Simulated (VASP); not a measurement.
# PtS2 in VASP: further runs

Runs on PtS2. Level: PBE. Tasks: single point.

All numbers are computed with VASP 6.6.1; they aren't measurements. Logs are shortened: lines on timing, memory, paths and dates and some standing lists are left out, and cuts for length are marked.

## Step 1: The slab as given

The cell holds a slab with vacuum, 3 atoms: a = 3.543 Å, b = 3.543 Å, c = 14.288 Å, α = 90.00°, β = 90.00°, γ = 120.00°.

## Step 2: Single point, PBE

Input file INCAR:

```
SYSTEM = PtS2
ALGO = Normal
DIPOL = 0.5 0.5 0.500
EDIFF = 1E-7
ENCUT = 460
GGA = PE
IDIPOL = 3
ISIF = 2
ISMEAR = 0
LASPH = .TRUE.
LCHARG = .FALSE.
LDIPOL = .TRUE.
LREAL = .FALSE.
LVACPOTAV = .TRUE.
LVHAR = .TRUE.
LWAVE = .FALSE.
NBANDS = 22
NELM = 120
PREC = Accurate
SIGMA = 0.2
```

Input file KPOINTS:

```
k-points
0
G
  7 7 1
  0 0 0
```

Input file POSCAR:

```
PtS2
1.0
    3.5432000000      0.0000000000      0.0000000000
   -1.7716000000      3.0685012100      0.0000000000
    0.0000000000      0.0000000000     14.2876152000
S Pt
2 1
Direct
    0.6666666667      0.3333333333      0.4199441206
    0.3333333333      0.6666666667      0.5800558794
    0.0000000000      0.0000000000      0.5000000000
```

Potentials or basis: VASP PAW PBE potentials, release 64 (S, Pt).

The run is started by

```bash
$ cat potpaw_PBE.64/S/POTCAR potpaw_PBE.64/Pt/POTCAR > POTCAR
$ mpirun -np 1 vasp_std > vasp.out
```

OUTCAR:

```text
SYSTEM = PtS2
   EDIFF = 1E-7
   ENCUT = 460
   GGA = PE
   ISIF = 2
   ISMEAR = 0
   LASPH = .TRUE.
   LREAL = .FALSE.
   NELM = 120
   PREC = Accurate

 Found      8 irreducible k-points:

 Following reciprocal coordinates:
            Coordinates               Weight
  0.000000  0.000000  0.000000      1.000000
  0.142857  0.000000  0.000000      6.000000
  0.285714 -0.000000  0.000000      6.000000
  0.428571  0.000000  0.000000      6.000000
  0.142857  0.142857  0.000000      6.000000
  0.285714  0.142857  0.000000     12.000000
   k-points           NKPTS =      8   k-points in BZ     NKDIM =      8   number of bands    NBANDS=     22
   number of dos      NEDOS =    301   number of ions     NIONS =      3
   total plane-waves  NPLWV =  78400
   dimension x,y,z NGX =    28 NGY =   28 NGZ =  100
   dimension x,y,z NGXF=    56 NGYF=   56 NGZF=  200
   ions per type =               2   1
   NGX,Y,Z   is equivalent  to a cutoff of  13.14, 13.14, 11.64 a.u.
   NGXF,Y,Z  is equivalent  to a cutoff of  26.28, 26.28, 23.27 a.u.
 SYSTEM =  PtS2
   PREC   = accura    normal or accurate (medium, high low for compatibility)
   ISTART =      0    job   : 0-new  1-cont  2-samecut
   ICHARG =      2    charge: 1-file 2-atom 10-const
   ISPIN  =      1    spin polarized calculation?
   LNONCOLLINEAR =      F non collinear calculations
   LSORBIT =      F    spin-orbit coupling
   LASPH  =      T    aspherical Exc in radial PAW
   ENCUT  =  460.0 eV  33.81 Ry    5.81 a.u.   6.20  6.20 24.99*2*pi/ulx,y,z
   NELM   =    120;   NELMIN=  2; NELMDL= -5     # of ELM steps
   EDIFF  = 0.1E-06   stopping-criterion for ELM
   LREAL  =      F    real-space projection
   EDIFFG = 0.1E-05   stopping-criterion for IOM
   NSW    =      0    number of steps for IOM
   IBRION =     -1    ionic relax: 0-MD 1-quasi-New 2-CG
   NFREE  =      0    steps in history (QN), initial steepest desc. (CG)
   ISIF   =      2    stress and relaxation
   ISYM   =      2    0-nonsym 1-usesym 2-fastsym
   POTIM  = 0.5000    time-step for ionic-motion
   TEBEG  =    0.0;   TEEND  =   0.0 temperature during run
   PSTRESS=    0.0 pullay stress
   NELECT =      22.0000    total number of electrons
   NUPDOWN=      -1.0000    fix difference up-down
   EMIN   =  10.00;   EMAX   =-10.00  energy-range for DOS
   EFERMI =   0.00;   METHOD = LEGACY
   ISMEAR =     0;   SIGMA  =   0.20  broadening in eV -4-tet -1-fermi 0-gaus
   EFERMI_NEDOS =   21; number of points for ismear=-14 and -15
   IALGO  =     38    algorithm
   IMIX   =      4    mixing-type and parameters
     AMIX     =   0.40;   BMIX     =  1.00
     AMIX_MAG =   1.60;   BMIX_MAG =  1.00
  volume/ion in A,a.u.               =      51.78       349.43
  Fermi-wavevector in a.u.,A,eV,Ry     =   0.853339  1.612578  9.907602  0.728188
  Thomas-Fermi vector in A             =   1.969767
   LORBIT       =      0    0 simple, 1 ext, 2 COOP (PROOUT), +10 PAW based schemes
   GGA     = PE    functional components
   LHFCALC =     F    Hartree Fock is set to
   AEXX    =    0.0000 exact exchange contribution
   IVDW    =     0    specifies the selected vdW correction
   LEPSILON=     F    determine dielectric tensor
   LRPA    =     F    only Hartree local field effects (RPA)
 non-spin polarized calculation
 Gauss-broadening in eV      SIGMA  =   0.20
  energy-cutoff  :      460.00
  volume of cell :      155.34
 maximum number of plane-waves:      3517
 NGX is ok and might be reduce to    28
   NGX = 13   NGY = 13   NGZ = 49

 dipolmoment           0.000000      0.000000     -0.000000 electrons x Angstroem

 number of electron      21.9999999 magnetization

 dipolmoment           0.000000      0.000000      0.000000 electrons x Angstroem

 Free energy of the ion-electron system (eV)
  ---------------------------------------------------
  ext. energy  EPLUGINS =         0.00000000
  ---------------------------------------------------
  free energy    TOTEN  =       -15.32369159 eV

  energy without entropy =      -15.32369159  energy(sigma->0) =      -15.32369159

 E-fermi :  -0.9957     XC(G=0):  -4.4701

 val. band max:       -1.9173836187   @ k =   0.1429   0.1429   0.0000
 cond. band min:      -0.0078928291   @ k =   0.2857  -0.0000   0.0000
 fundamental gap:      1.9094907896
 Fermi energy:        -0.9956799059

 k-point     1 :       0.0000    0.0000    0.0000
  band No.  band energies     occupation
      1     -16.5750      2.00000
      2     -13.8024      2.00000
      3      -8.2106      2.00000
      4      -8.2106      2.00000
      5      -7.4240      2.00000
      6      -5.1753      2.00000
[... 14 lines left out ...]
     21       7.5604      0.00000
     22      10.4466      0.00000

 k-point     2 :       0.1429    0.0000    0.0000
  band No.  band energies     occupation
      1     -16.3049      2.00000
      2     -13.9153      2.00000
      3      -8.1019      2.00000
      4      -8.0312      2.00000
      5      -7.2067      2.00000
      6      -5.5884      2.00000
[... 14 lines left out ...]
     21       7.8186      0.00000
     22       9.6024      0.00000

 k-point     3 :       0.2857   -0.0000    0.0000
  band No.  band energies     occupation
      1     -15.5975      2.00000
      2     -14.1584      2.00000
      3      -7.9185      2.00000
      4      -7.6424      2.00000
      5      -6.9467      2.00000
      6      -6.2926      2.00000
[... 14 lines left out ...]
     21       8.6606      0.00000
     22       9.5536      0.00000

 k-point     4 :       0.4286    0.0000    0.0000
  band No.  band energies     occupation
      1     -14.8703      2.00000
      2     -14.3327      2.00000
      3      -8.6454      2.00000
      4      -7.4228      2.00000
      5      -6.5390      2.00000
      6      -5.9038      2.00000
[... 14 lines left out ...]
     21       8.6166      0.00000
     22       9.1798      0.00000

 k-point     5 :       0.1429    0.1429    0.0000
  band No.  band energies     occupation
      1     -15.8117      2.00000
      2     -14.0926      2.00000
      3      -7.8798      2.00000
      4      -7.7691      2.00000
      5      -6.9180      2.00000
      6      -5.9929      2.00000
[... 14 lines left out ...]
     21       8.3383      0.00000
     22       9.3868      0.00000

 k-point     6 :       0.2857    0.1429    0.0000
  band No.  band energies     occupation
      1     -15.0535      2.00000
      2     -14.3009      2.00000
      3      -8.0485      2.00000
      4      -7.5587      2.00000
      5      -6.8588      2.00000
      6      -6.0137      2.00000
[... 14 lines left out ...]
     21       8.6340      0.00000
     22       8.8834      0.00000

 [... further k-points ...]

------------------------ aborting loop because EDIFF is reached ----------------------------------------

  FORCE on cell =-STRESS in cart. coord.  units (eV):
  Direction    XX          YY          ZZ          XY          YZ          ZX
  --------------------------------------------------------------------------------------
  -------------------------------------------------------------------------------------
  Total        3.4833777      3.4833777      3.0810326      0.0000000      0.0000000      0.0000000
  in kB       35.9277020     35.9277020     31.7778979      0.0000000      0.0000000      0.0000000
  external PRESSURE =      34.5444340 kB  Pullay stress =       0.0000000 kB

 VOLUME and BASIS-vectors are now :
 -----------------------------------------------------------------------------
  energy-cutoff  :      460.00
  volume of cell :      155.34
      direct lattice vectors                 reciprocal lattice vectors
     3.543200000  0.000000000  0.000000000     0.282230752  0.162946001  0.000000000
    -1.771600000  3.068501210  0.000000000     0.000000000  0.325892001  0.000000000
     0.000000000  0.000000000 14.287615200     0.000000000  0.000000000  0.069990687

 POSITION                                       TOTAL-FORCE (eV/Angst)
 -----------------------------------------------------------------------------------
      1.77160      1.02283      6.00000        -0.000000      0.000000     -1.356976
     -0.00000      2.04567      8.28762         0.000000     -0.000000      1.356976
      0.00000      0.00000      7.14381         0.000000     -0.000000      0.000000
 -----------------------------------------------------------------------------------
    total drift:                                0.000000     -0.000000      0.000000

  FREE ENERGIE OF THE ION-ELECTRON SYSTEM (eV)
  ---------------------------------------------------
  free  energy   TOTEN  =       -15.3236915922 eV

  energy  without entropy=      -15.3236915922  energy(sigma->0) =      -15.32369159

 vacuum level on the upper side and lower side of the slab         4.331         4.331
```

Run time: 32 s. Hardware: 1 thread of AMD EPYC 9R45 (Zen 5), shared host; peak memory 0.22 GiB.

These settings aren't checked as converged: the numbers below hold their error.

Results:

| Quantity | Value |
| --- | --- |
| Free energy | -15.3237 eV |
| Largest force | 1.357 eV/Å |
| Band gap on the k mesh | 1.91 eV, indirect (least direct gap 2.06 eV) |
| Ionisation potential of the upper face | 6.25 eV |

Caveat: spin-orbit coupling is left out, which moves the levels of the heavy elements.

## Step 3: Single point, PBE

INCAR: that of step 2 with these lines changed.

```diff
@@ -3,3 +3,3 @@
 DIPOL = 0.5 0.5 0.500
-EDIFF = 1E-7
+EDIFF = 1E-5
 ENCUT = 460
@@ -19,2 +19,2 @@
 PREC = Accurate
-SIGMA = 0.2
+SIGMA = 0.05
```

KPOINTS is that of step 2.

POSCAR is that of step 2.

Potentials or basis: VASP PAW PBE potentials, release 64 (S, Pt).

The run is started by

```bash
$ cat potpaw_PBE.64/S/POTCAR potpaw_PBE.64/Pt/POTCAR > POTCAR
$ mpirun -np 1 vasp_std > vasp.out
```

OUTCAR:

```text
SYSTEM = PtS2
   EDIFF = 1E-5
   ENCUT = 460
   GGA = PE
   ISIF = 2
   ISMEAR = 0
   LASPH = .TRUE.
   LREAL = .FALSE.
   NELM = 120
   PREC = Accurate

 Found      8 irreducible k-points:

 Following reciprocal coordinates:
            Coordinates               Weight
  0.000000  0.000000  0.000000      1.000000
  0.142857  0.000000  0.000000      6.000000
  0.285714 -0.000000  0.000000      6.000000
  0.428571  0.000000  0.000000      6.000000
  0.142857  0.142857  0.000000      6.000000
  0.285714  0.142857  0.000000     12.000000
   k-points           NKPTS =      8   k-points in BZ     NKDIM =      8   number of bands    NBANDS=     22
   number of dos      NEDOS =    301   number of ions     NIONS =      3
   total plane-waves  NPLWV =  78400
   dimension x,y,z NGX =    28 NGY =   28 NGZ =  100
   dimension x,y,z NGXF=    56 NGYF=   56 NGZF=  200
   ions per type =               2   1
   NGX,Y,Z   is equivalent  to a cutoff of  13.14, 13.14, 11.64 a.u.
   NGXF,Y,Z  is equivalent  to a cutoff of  26.28, 26.28, 23.27 a.u.
 SYSTEM =  PtS2
   PREC   = accura    normal or accurate (medium, high low for compatibility)
   ISTART =      0    job   : 0-new  1-cont  2-samecut
   ICHARG =      2    charge: 1-file 2-atom 10-const
   ISPIN  =      1    spin polarized calculation?
   LNONCOLLINEAR =      F non collinear calculations
[... 59 lines left out ...]
 cond. band min:      -0.0040836381   @ k =   0.2857  -0.0000   0.0000
 fundamental gap:      1.9098923377
 Fermi energy:        -1.6473850133

 k-point     1 :       0.0000    0.0000    0.0000
  band No.  band energies     occupation
      1     -16.5713      2.00000
      2     -13.7991      2.00000
      3      -8.2064      2.00000
      4      -8.2064      2.00000
      5      -7.4199      2.00000
      6      -5.1706      2.00000
[... 139 lines left out ...]
     21       8.6571      0.00000
     22       8.8983      0.00000

 [... further k-points ...]

------------------------ aborting loop because EDIFF is reached ----------------------------------------

  FORCE on cell =-STRESS in cart. coord.  units (eV):
  Direction    XX          YY          ZZ          XY          YZ          ZX
  --------------------------------------------------------------------------------------
  -------------------------------------------------------------------------------------
  Total        3.5008137      3.5008137      3.0936700      0.0000000      0.0000000      0.0000000
  in kB       36.1075373     36.1075373     31.9082404      0.0000000      0.0000000      0.0000000
  external PRESSURE =      34.7077717 kB  Pullay stress =       0.0000000 kB

 VOLUME and BASIS-vectors are now :
 -----------------------------------------------------------------------------
  energy-cutoff  :      460.00
  volume of cell :      155.34
      direct lattice vectors                 reciprocal lattice vectors
     3.543200000  0.000000000  0.000000000     0.282230752  0.162946001  0.000000000
    -1.771600000  3.068501210  0.000000000     0.000000000  0.325892001  0.000000000
     0.000000000  0.000000000 14.287615200     0.000000000  0.000000000  0.069990687

 POSITION                                       TOTAL-FORCE (eV/Angst)
 -----------------------------------------------------------------------------------
      1.77160      1.02283      6.00000        -0.000000      0.000000     -1.356774
     -0.00000      2.04567      8.28762         0.000000      0.000000      1.356774
      0.00000      0.00000      7.14381        -0.000000      0.000000      0.000000
 -----------------------------------------------------------------------------------
    total drift:                                0.000000     -0.000000      0.000000

  FREE ENERGIE OF THE ION-ELECTRON SYSTEM (eV)
  ---------------------------------------------------
  free  energy   TOTEN  =       -15.3236755271 eV

  energy  without entropy=      -15.3236755271  energy(sigma->0) =      -15.32367553

 vacuum level on the upper side and lower side of the slab         4.323         4.323
```

stdout:

```text
POSCAR found type information on POSCAR S Pt
 POSCAR found :  2 types and       3 ions
 scaLAPACK will be used
 LDA part: xc-table for (Slater+PW92), standard interpolation
 POSCAR, INCAR and KPOINTS ok, starting setup
 FFT: planning ... GRIDC
 FFT: planning ... GRID_SOFT
 FFT: planning ... GRID
 WAVECAR not read
 entering main loop
 -----------------------------------------------------------------------------
|                                                                             |
|           W    W    AA    RRRRR   N    N  II  N    N   GGGG   !!!           |
|           W    W   A  A   R    R  NN   N  II  NN   N  G    G  !!!           |
|           W    W  A    A  R    R  N N  N  II  N N  N  G       !!!           |
|           W WW W  AAAAAA  RRRRR   N  N N  II  N  N N  G  GGG   !            |
|           WW  WW  A    A  R   R   N   NN  II  N   NN  G    G                |
|           W    W  A    A  R    R  N    N  II  N    N   GGGG   !!!           |
|                                                                             |
|     Did not find any points to average over, which means that no vacuum     |
|     field-free region was found. Please increase the size of  your cell     |
|     in the dimension of the dipole correction to obtain accurate            |
|     workfunction values.                                                    |
|                                                                             |
 -----------------------------------------------------------------------------
```

Run time: 20 s. Hardware: 1 thread of AMD EPYC 9R45 (Zen 5), shared host; peak memory 0.22 GiB.

The run converged, but some of its settings lie outside the range that counts as converged, so its numbers aren't taken as properties of the slab.

Results:

- Free energy: -15.3237 eV
- Largest force: 1.357 eV/Å
- Band gap on the k mesh: 1.91 eV, indirect (least direct gap 2.06 eV)
- Ionisation potential of the upper face: 6.24 eV

Caveat: spin-orbit coupling is left out, which moves the levels of the heavy elements.

[end of part 1 of 2]
